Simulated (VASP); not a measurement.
# GaP (I-4m2) in VASP: further runs

One crystal, GaP, is run at these levels: LDA, PBE; tasks: dielectric tensor.

All numbers are computed with VASP 6.6.1; they aren't measurements. Logs are shortened: lines on timing, memory, paths and dates and some standing lists are left out, and cuts for length are marked.

## Step 1: The structure

The structure is tetragonal, space group I-4m2 (No. 119). The conventional cell has a = 3.854 Å, b = 3.854 Å, c = 5.396 Å, α = 90.00°, β = 90.00°, γ = 90.00°. Ga (site symmetry -4m2) is surrounded by 4 P at 2.35 Å. Around P (site symmetry -4m2) lie 4 Ga at 2.35 Å.

The cell was built by a generator and needn't be a form met in nature.

## Step 2: Dielectric tensor, LDA

Input file INCAR:

```
SYSTEM = GaP
  PREC = Accurate
  ENCUT = 520
  EDIFF = 1E-8
  ISMEAR = 0
  SIGMA = 0.02
  LREAL = .FALSE.
  LASPH = .TRUE.
  NELM = 80
  ALGO = Normal
  ISIF = 2
  LWAVE = .FALSE.
  LCHARG = .FALSE.
  GGA = CA
  LEPSILON = .TRUE.
```

Input file KPOINTS:

```
regular mesh
0
G
  12 12 12
  0 0 0
```

Input file POSCAR:

```
GaP
1.0
    0.0000000000      2.7252500000      2.7252500000
    2.6979975000      0.0000000000      2.7252500000
    2.6979975000      2.7252500000      0.0000000000
Ga P
1 1
Direct
    0.0000000000      0.0000000000      0.0000000000
    0.2500000000      0.2500000000      0.2500000000
```

Potentials or basis: VASP PAW LDA potentials, release 64 (Ga_d, P).

Command:

```sh
$ cat potpaw_LDA.64/Ga_d/POTCAR potpaw_LDA.64/P/POTCAR > POTCAR
$ mpirun -np 1 vasp_std > vasp.out
```

OUTCAR:

```text
SYSTEM = GaP
   PREC = Accurate
   ENCUT = 520
   EDIFF = 1E-8
   ISMEAR = 0
   LREAL = .FALSE.
   LASPH = .TRUE.
   NELM = 80
   ISIF = 2
   GGA = CA
   LEPSILON = .TRUE.

 ion  position               nearest neighbor table
   1  0.000  0.000  0.000-   2 2.35   2 2.35   2 2.35   2 2.35
   2  0.250  0.250  0.250-   1 2.35   1 2.35   1 2.35   1 2.35

  LATTYP: Found a body centered tetragonal cell.
 ALAT       =     3.8540855109
 C/A-ratio  =     1.4000714267

  Lattice vectors:

 A1 = (  -2.6979975000,   0.0000000000,  -2.7252500000)
 A2 = (  -2.6979975000,   0.0000000000,   2.7252500000)
 A3 = (   2.6979975000,   2.7252500000,   0.0000000000)

Analysis of symmetry for initial positions (statically):
=====================================================================
 Subroutine PRICEL returns:
 Original cell was already a primitive cell.

 Routine SETGRP: Setting up the symmetry group for a
 body centered tetragonal supercell.

 Subroutine GETGRP returns: Found  8 space group operations
 (whereof  8 operations were pure point group operations)
 out of a pool of 16 trial point group operations.

The static configuration has the point symmetry D_2d.

Analysis of symmetry for dynamics (positions and initial velocities):
=====================================================================
 Subroutine PRICEL returns:
 Original cell was already a primitive cell.

 Routine SETGRP: Setting up the symmetry group for a
 body centered tetragonal supercell.

 Subroutine GETGRP returns: Found  8 space group operations
 (whereof  8 operations were pure point group operations)
 out of a pool of 16 trial point group operations.

The dynamic configuration has the point symmetry D_2d.

 Subroutine INISYM returns: Found  8 space group operations
 (whereof  8 operations are pure point group operations),
 and found     1 'primitive' translations

----------------------------------------------------------------------------------------

                                     Primitive cell

  volume of cell :      40.0760

  direct lattice vectors                    reciprocal lattice vectors
     0.000000000  2.725250000  2.725250000    -0.185322633  0.183469406  0.183469406
     2.697997500  0.000000000  2.725250000     0.185322633 -0.183469406  0.183469406
     2.697997500  2.725250000  0.000000000     0.185322633  0.183469406 -0.183469406

  length of vectors
     3.854085511  3.834863501  3.834863501     0.318851885  0.318851885  0.318851885

  position of ions in fractional coordinates (direct lattice)
     0.000000000  0.000000000  0.000000000
     0.250000000  0.250000000  0.250000000

  ion indices of the primitive-cell ions
   primitive index   ion index
                 1           1
                 2           2

----------------------------------------------------------------------------------------

 KPOINTS: regular mesh

Automatic generation of k-mesh.
 Grid dimensions read from file:
 generate k-points for:   12   12   12

 Generating k-lattice:

  Cartesian coordinates                     Fractional coordinates (reciprocal lattice)
    -0.015443553  0.015289117  0.015289117     0.083333333 -0.000000000 -0.000000000
     0.015443553 -0.015289117  0.015289117     0.000000000  0.083333333  0.000000000
     0.015443553  0.015289117 -0.015289117     0.000000000  0.000000000  0.083333333

  Length of vectors
     0.026570990  0.026570990  0.026570990

  Shift w.r.t. Gamma in fractional coordinates (k-lattice)
[... 82 lines left out ...]
   LRPA    =     F    only Hartree local field effects (RPA)
 non-spin polarized calculation
 Gauss-broadening in eV      SIGMA  =   0.02
  energy-cutoff  :      520.00
  volume of cell :       40.08
 maximum number of plane-waves:      1098
 NGX is ok and might be reduce to    30
   NGX = 15   NGY = 15   NGZ = 15

--------------------------------------- Ionic step        1  -------------------------------------------

 number of electron      17.9999988 magnetization

 E-fermi :   4.7850     XC(G=0): -10.2094

 val. band max:        4.6450569805   @ k =   0.0000   0.0000   0.0000
 cond. band min:       5.9748530561   @ k =   0.0000   0.4167   0.4167
 fundamental gap:      1.3297960756
 Fermi energy:         4.7849811529

 k-point     1 :       0.0000    0.0000    0.0000
  band No.  band energies     occupation
      1     -10.1143      2.00000
      2     -10.1143      2.00000
      3     -10.1115      2.00000
      4     -10.0128      2.00000
      5     -10.0116      2.00000
      6      -7.9773      2.00000
      7       4.5888      2.00000
      8       4.5888      2.00000
      9       4.6451      2.00000
     10       6.3276      0.00000
     11       8.3844      0.00000
     12       8.4069      0.00000
     13       8.4069      0.00000
[... 354 lines left out ...]
  band No.  band energies     occupation
      1     -10.1946      2.00000
      2     -10.0843      2.00000
      3     -10.0775      2.00000
      4     -10.0116      2.00000
      5     -10.0065      2.00000
      6      -5.6367      2.00000
      7      -1.9532      2.00000
      8       1.7465      2.00000
      9       3.1377      2.00000
     10       7.3317      0.00000
     11       9.2119      0.00000
     12      10.2036      0.00000
     13      12.6869      0.00000

 [... further k-points ...]

  FORCE on cell =-STRESS in cart. coord.  units (eV):
  Direction    XX          YY          ZZ          XY          YZ          ZX
  --------------------------------------------------------------------------------------
  -------------------------------------------------------------------------------------
  Total       -0.3328470     -0.5249939     -0.5249939      0.0000000      0.0000000      0.0000000
  in kB      -13.3067188    -20.9884606    -20.9884606      0.0000000      0.0000000      0.0000000
  external PRESSURE =     -18.4278800 kB  Pullay stress =       0.0000000 kB

 VOLUME and BASIS-vectors are now :
 -----------------------------------------------------------------------------
  energy-cutoff  :      520.00
  volume of cell :       40.08
      direct lattice vectors                 reciprocal lattice vectors
     0.000000000  2.725250000  2.725250000    -0.185322633  0.183469406  0.183469406
     2.697997500  0.000000000  2.725250000     0.185322633 -0.183469406  0.183469406
     2.697997500  2.725250000  0.000000000     0.185322633  0.183469406 -0.183469406

 POSITION                                       TOTAL-FORCE (eV/Angst)
 -----------------------------------------------------------------------------------
      0.00000      0.00000      0.00000         0.000000      0.000000      0.000000
      1.34900      1.36262      1.36262        -0.000000     -0.000000     -0.000000
 -----------------------------------------------------------------------------------
    total drift:                                0.000000      0.000000     -0.000000

  FREE ENERGIE OF THE ION-ELECTRON SYSTEM (eV)
  ---------------------------------------------------
  free  energy   TOTEN  =       -10.4479872633 eV

  energy  without entropy=      -10.4479872633  energy(sigma->0) =      -10.44798726

 HEAD OF MICROSCOPIC STATIC DIELECTRIC TENSOR (INDEPENDENT PARTICLE, excluding Hartree and local field effects)
 ------------------------------------------------------
          11.535515     0.000000     0.000000
           0.000000    11.646100     0.000000
           0.000000     0.000000    11.646100
 ------------------------------------------------------

 Free energy of the ion-electron system (eV)
  ---------------------------------------------------
  ---------------------------------------------------
  free energy    TOTEN  =        -1.14968053 eV

  energy without entropy =       -1.14968053

------------------------ aborting loop because EDIFF is reached ----------------------------------------

--------------------------------------- Ionic step        2  -------------------------------------------

------------------------ aborting loop because EDIFF is reached ----------------------------------------

--------------------------------------- Ionic step        3  -------------------------------------------

 Free energy of the ion-electron system (eV)
  ---------------------------------------------------
  ---------------------------------------------------
  free energy    TOTEN  =        -1.15989815 eV

  energy without entropy =       -1.15989815

------------------------ aborting loop because EDIFF is reached ----------------------------------------

 PIEZOELECTRIC TENSOR FIELD DIRECTION 3  (e Angst)
 -----------------------------------------------------------------------------
    -0.00032 -1.93666  0.00000           ( -0.00001 -0.04201  0.00000)
    -1.93666 -0.00023  0.00000           ( -0.04201  0.00000  0.00000)
     0.00000  0.00000  0.00026           (  0.00000  0.00000  0.00000)

 PIEZOELECTRIC TENSOR FIELD DIRECTION 3  (C/m^2)
 -----------------------------------------------------------------------------
    -0.00013 -0.77425  0.00000
    -0.77425 -0.00009  0.00000
     0.00000  0.00000  0.00011

 MACROSCOPIC STATIC DIELECTRIC TENSOR (including local field effects in DFT)
 ------------------------------------------------------
          10.826807     0.000000     0.000000
           0.000000    10.915407     0.000000
           0.000000    -0.000000    10.915407
 ------------------------------------------------------

 PIEZOELECTRIC TENSOR (including local field effects)  for field in x, y, z        (e  Angst)
          XX          YY          ZZ          XY          YZ          ZX
  --------------------------------------------------------------------------------
  x     0.00000     0.00000     0.00000     0.00000    -1.98320     0.00000
  y    -0.00000     0.00000    -0.00000     0.00000     0.00000    -1.93514
  z    -0.00000    -0.00000     0.00000    -1.93513     0.00000     0.00000

 PIEZOELECTRIC TENSOR (including local field effects)  for field in x, y, z        (C/m^2)
          XX          YY          ZZ          XY          YZ          ZX
  --------------------------------------------------------------------------------
  x     0.00000     0.00000     0.00000     0.00000    -0.79285     0.00000
  y    -0.00000     0.00000    -0.00000     0.00000     0.00000    -0.77364
  z    -0.00000    -0.00000     0.00000    -0.77364     0.00000     0.00000

 BORN EFFECTIVE CHARGES (including local field effects) (in |e|, cummulative output)
 ---------------------------------------------------------------------------------
 ion    1
    1     2.07441     0.00000     0.00000
    2     0.00000     2.11931     0.00000
    3     0.00000     0.00000     2.11931
 ion    2
    1    -2.07441     0.00000     0.00000
    2     0.00000    -2.11931    -0.00000
    3     0.00000     0.00000    -2.11931
```

Wall time 12 min (1 thread of Intel Xeon 6975P-C (Granite Rapids), shared host); peak memory 0.65 GiB.

What came out:

| Quantity | Value |
| --- | --- |
| Band gap on the k mesh | 1.33 eV, indirect (least direct gap 1.68 eV) |
| Electronic dielectric tensor (diagonal) | 10.83, 10.92, 10.92 |
| Born charges (mean of the diagonal) | Ga +2.10; P -2.10 e |

Levels at points of the mesh, in eV from the valence-band top:
```tsv
k point	band 6	band 7	band 8	band 9	band 10	band 11	band 12	band 13
(0.00, 0.00, 0.00)	-12.62	-0.06	-0.06	0.00	1.68	3.74	3.76	3.76
(0.50, 0.00, 0.00)	-10.51	-6.80	-1.22	-1.14	1.51	4.55	4.63	8.03
(0.50, 0.50, 0.00)	-9.59	-6.95	-2.76	-2.75	1.46	1.67	10.49	10.49
(0.00, 0.50, 0.50)	-9.54	-6.88	-2.83	-2.83	1.39	1.57	10.49	10.49
```

Electronic dielectric tensor:
```
10.83  0.00  0.00
 0.00 10.92  0.00
 0.00  0.00 10.92
```

Born effective charge tensors (e):
atom 1, Ga
```
2.07 0.00 0.00
0.00 2.12 0.00
0.00 0.00 2.12
```
atom 2, P
```
-2.07  0.00  0.00
 0.00 -2.12  0.00
 0.00  0.00 -2.12
```

A k mesh can miss the band edges. LDA gaps usually lie below the measured ones, often by a third to a half.

(Continued in part 2 of 2.)
